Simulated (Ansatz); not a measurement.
**Al in Ansatz: the effect of functional**

The system is Al.

```
CELL_PARAMETERS angstrom
0.00000 2.06452 2.06452
2.06452 0.00000 2.06452
2.06452 2.06452 0.00000
ATOMIC_POSITIONS crystal
Al 0.00000 0.00000 0.00000
```

The cell isn't the ideal one: volume scaled by 1.06.

Alike in all runs:

| Item | Value |
| --- | --- |
| Program | Ansatz 0.2.0 |
| Task | single point |
| Potentials or basis | Ansatz PAW |
| k mesh | 11 × 11 × 11 |
| Occupations | fermi-dirac, width 0.05 eV |
| Spin | no spin polarisation |

Question: One run gave: pressure -4.4 GPa. Which functional did it use?
A. PBE
B. r2SCAN
C. LDA

Answer: A.

```tsv
functional	cutoff	pressure (GPa)
LDA	420 eV (not typed: the program's choice for these potentials)	-7.1
r2SCAN	500 eV (not typed: the program's choice for these potentials)	-7.3
PBE	420 eV (not typed: the program's choice for these potentials)	-4.4
```

Caveats: the PAW data sets come from PBE, with cores solved anew for the run's functional, which leaves a small shift of forces and pressure (some runs).
